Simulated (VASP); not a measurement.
A run of VASP 6.6.1 is set up as follows.

INCAR

```
SYSTEM = CaSe
PREC = Accurate ; ENCUT = 500
EDIFF = 1E-6 ; ISMEAR = -1
SIGMA = 0.05 ; LREAL = .FALSE.
LASPH = .TRUE. ; NELM = 120
ALGO = Normal ; ISIF = 2
LWAVE = .FALSE. ; LCHARG = .FALSE.
GGA = PE ; NBANDS = 15
GGA_COMPAT = .FALSE.
```

KPOINTS

```
regular mesh
0
G
  6 6 6
  0 0 0
```

POSCAR

```
CaSe
1.0
    0.0000000000      2.9755767295      2.9755767295
    2.9755767295      0.0000000000      2.9755767295
    2.9755767295      2.9755767295      0.0000000000
Ca Se
1 1
Direct
    0.0000000000      0.0000000000      0.0000000000
    0.5000000000      0.5000000000      0.5000000000
```

Potentials or basis: VASP PAW PBE potentials, release 64 (Ca_sv, Se).

Run with:

```sh
$ cat potpaw_PBE.64/Ca_sv/POTCAR potpaw_PBE.64/Se/POTCAR > POTCAR
$ mpirun -np 1 vasp_std > vasp.out
```

Predict the band gap on the k mesh.

2.07 eV, indirect (least direct gap 2.98 eV).

Estimate the pressure.

0.3 GPa.

**The experiment to reproduce.**

A printed reference work, monograph, original work of 1988 reports, for a bulk crystal of CaSe at 2 K: band gap 3.85 eV (indirect).

A measured gap of CaSe is 3.85 eV (indirect; 2 K; a printed reference work, monograph, original work of 1988); the calculated 2.07 eV misses it by -1.78 eV. Spin-orbit coupling on Se is left out. The value is that of PBE on a finite k mesh, which can miss the band edges, without temperature or zero-point motion. Semilocal functionals fall short of measured gaps as a rule.
